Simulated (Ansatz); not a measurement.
Reaction (ligand exchange at the Si–C bond): `FC(F)(F)[SiH2]Cl` + `N[SiH3]` → `[SiH3]N[SiH2]Cl` + `FC(F)F`

Isolated molecules relaxed with PBE0-D4/def2-TZVP in Ansatz; ΔE leaves out vibrations. CBS: MP2 limit from def2 TZ/QZ plus the TZ coupled-cluster correction, frozen cores. This one scheme is used for every species. Each species was taken in one conformer, which may not be the lowest.

```csv
species,CCSD/def2-TZVPP energy (Eh)
`FC(F)(F)[SiH2]Cl`,-1087.24817
`N[SiH3]`,-346.73355
`[SiH3]N[SiH2]Cl`,-1096.18683
`FC(F)F`,-337.83917
```

Q: Work out ΔE.

A: ΔE = (-1096.18683) + (-337.83917) − (-1087.24817) − (-346.73355) = -0.04428 Eh = -1.20 eV. CCSD(T)/CBS gives -1.16 eV.

Q: What do rigid-rotor, harmonic-oscillator terms from PBE0-D4/def2-TZVP frequencies (298.15 K, 1 bar) make of the CCSD(T)/CBS value? (Best estimate.)

A: Ansatz gave: ΔZPE = +0.08 eV, ΔH = -1.10 eV, ΔS = -7 J/(mol·K), ΔG = -1.08 eV. Modes under 50 cm⁻¹ make the entropy rough.

Largest T1 diagnostic among the species: 0.012.

From PBE to PBE0 (25 % exact exchange), in def2-TZVPP and without D4, ΔE moves by −0.10 eV. In def2-TZVPP, CCSD(T) changes the Hartree–Fock value by +0.10 eV (the triples alone add +0.02 eV) and MP2 by +0.05 eV.
